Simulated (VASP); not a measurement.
Set up this calculation in VASP 6.6.1, as the native input.

```yaml
Task: band structure
Functional: PBEsol
Potentials_or_basis: VASP PAW PBE potentials, release 64 (Zn, P, Si)
Cutoff: 520 eV
k_mesh: 5 × 5 × 5
Occupations: fermi-dirac, width 0.05 eV
Spin: no spin polarisation
Further_INCAR_settings: ALGO = Normal; EDIFF = 1e-07
```

Crystal: ZnSiP2.

```
Zn P Si
1.0
    -2.68670    2.68670    5.23003
     2.68670   -2.68670    5.23003
     2.68670    2.68670   -5.23003
Zn P Si
2 4 2
Direct
  0.75000 0.25000 0.50000
  0.00000 0.00000 0.00000
  0.14230 0.62500 0.01730
  0.60770 0.12500 0.98270
  0.87500 0.85770 0.48270
  0.37500 0.39230 0.51730
  0.25000 0.75000 0.50000
  0.50000 0.50000 0.00000
```

The cell is a database's computed one.

The input as run:

POSCAR

```
ZnSiP2
1.0
   -2.6867032364      2.6867032364      5.2300306318
    2.6867032364     -2.6867032364      5.2300306318
    2.6867032364      2.6867032364     -5.2300306318
Zn P Si
2 4 2
Direct
    0.7500000000      0.2500000000      0.5000000000
    0.0000000000      0.0000000000      0.0000000000
    0.1423012000      0.6250000000      0.0173012000
    0.6076988000      0.1250000000      0.9826988000
    0.8750000000      0.8576988000      0.4826988000
    0.3750000000      0.3923012000      0.5173012000
    0.2500000000      0.7500000000      0.5000000000
    0.5000000000      0.5000000000      0.0000000000
```

INCAR.step1

```
  ALGO = Normal
  EDIFF = 1E-7
  ENCUT = 520
  GGA = PS
  ISIF = 2
  ISMEAR = -1
  LASPH = T
  LCHARG = T
  LREAL = F
  LWAVE = F
  NELM = 100
  PREC = Accurate
  SIGMA = 0.05
```

KPOINTS.step1

```
k-points
0
Gamma
  5 5 5
```

INCAR.step2

```
  ALGO = Normal
  EDIFF = 1E-7
  ENCUT = 520
  GGA = PS
  ICHARG = 11
  ISIF = 2
  ISMEAR = 0
  LASPH = T
  LCHARG = F
  LREAL = F
  LWAVE = F
  NELM = 100
  PREC = Accurate
  SIGMA = 0.05
```

KPOINTS.step2

```
path GXYSGZS1NPY1Z,XP
20
line-mode
reciprocal
 0.0000000000  0.0000000000  0.0000000000  G
 0.0000000000  0.0000000000  0.5000000000  X

 0.0000000000  0.0000000000  0.5000000000  X
-0.1319474302  0.1319474302  0.5000000000  Y

-0.1319474302  0.1319474302  0.5000000000  Y
-0.3159737151  0.3159737151  0.3159737151  S

-0.3159737151  0.3159737151  0.3159737151  S
 0.0000000000  0.0000000000  0.0000000000  G

 0.0000000000  0.0000000000  0.0000000000  G
 0.5000000000  0.5000000000 -0.5000000000  Z

 0.5000000000  0.5000000000 -0.5000000000  Z
 0.3159737151  0.6840262849 -0.3159737151  S1

 0.3159737151  0.6840262849 -0.3159737151  S1
 0.0000000000  0.5000000000  0.0000000000  N

 0.0000000000  0.5000000000  0.0000000000  N
 0.2500000000  0.2500000000  0.2500000000  P

 0.2500000000  0.2500000000  0.2500000000  P
 0.5000000000  0.5000000000 -0.1319474302  Y1

 0.5000000000  0.5000000000 -0.1319474302  Y1
 0.5000000000  0.5000000000 -0.5000000000  Z

 0.0000000000  0.0000000000  0.5000000000  X
 0.2500000000  0.2500000000  0.2500000000  P
```

Potentials or basis: VASP PAW PBE potentials, release 64 (Zn, P, Si).

Launch:

```sh
$ cat potpaw_PBE.64/Zn/POTCAR potpaw_PBE.64/P/POTCAR potpaw_PBE.64/Si/POTCAR > POTCAR
$ cp INCAR.step1 INCAR
$ cp KPOINTS.step1 KPOINTS
$ mpirun -np 1 vasp_std > vasp.out
$ cp INCAR.step2 INCAR
$ cp KPOINTS.step2 KPOINTS
$ mpirun -np 1 vasp_std > vasp.out
```

Results of the run:

The band gap on the k mesh is 1.19 eV, direct and the band gap along the path is 1.20 eV, direct.

Caveat: the log is that of the step along the path at fixed density, whose energy, stress, charges and moments have no meaning.

It took 11 min on 1 thread of Intel(R) Xeon(R) Platinum 8259CL CPU @ 2.50GHz (Skylake/Cascade Lake), with other jobs on the host, peak memory 0.96 GiB.
